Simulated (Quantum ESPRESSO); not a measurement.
Crystal: MoS2.

```xyz
3
Lattice="1.5800 0.9122 6.1500 -1.5800 0.9122 6.1500 0.0000 -1.8244 6.1500" Properties=species:S:1:pos:R:3 pbc="T T T"
Mo    0.0000    0.0000    0.0000
S     0.0000    0.0000    7.6936
S     0.0000    0.0000    4.6125
```

Measurements of this composition are mostly on another form, of space group No. 194.

| Item | Value |
| --- | --- |
| Program | Quantum ESPRESSO 7.5 |
| Task | phonons |
| Functional | PBEsol |
| Potentials or basis | GBRV 1.5 PBEsol |
| Cutoff | 612 eV |
| Density cutoff | 4898 eV |
| k mesh | 8 × 8 × 8, shifted |
| Occupations | fermi-dirac, width 0.05 eV |
| Spin | no spin polarisation |
| Mixing beta | 0.5 |
| Most SCF iterations | 120 |
| SCF threshold | 6e-10 Ry |

The cell and the atoms were relaxed first, to 17.76 Å³/atom (a = 6.494 Å, b = 6.494 Å, c = 6.494 Å, α = 27.99°, β = 27.99°, γ = 27.99°), and the response was taken there.

The first run showed a gap, so the response started from a second, tighter run with fixed occupations.

Which optical modes does the crystal have at the zone centre, and which show in infrared and Raman spectra?

The optical modes are 2E + 2A1. Infrared active: 2E + 2A1. Raman active: 2E + 2A1.

Optical modes at Γ, degenerate ones joined, polar ones without the macroscopic field:
| cm⁻¹ | components | symmetry | active in | IR intensity, summed ((D/Å)²/amu) |
| --- | --- | --- | --- | --- |
| 287 | 2 | E | IR and Raman | 0.00 |
| 385 | 2 | E | IR and Raman | 1.45 |
| 408 | 1 | A1 | IR and Raman | 0.00 |
| 469 | 1 | A1 | IR and Raman | 0.26 |

Zone-centre frequencies without and with the macroscopic field along z (cm⁻¹):
```csv
,optical modes in rising order
without,287 287 385 385 408 469
with the field,287 287 385 385 408 470
```

Born effective charge tensors (e):
atom 1, Mo
```
-1.10  0.00  0.00
 0.00 -1.10  0.00
 0.00  0.00 -0.66
```
atom 2, S
```
0.54 0.00 0.00
0.00 0.54 0.00
0.00 0.00 0.30
```
atom 3, S
```
0.55 0.00 0.00
0.00 0.55 0.00
0.00 0.00 0.37
```

Caveat: the layers were relaxed without a dispersion term, so their spacing and the soft interlayer modes are unreliable.
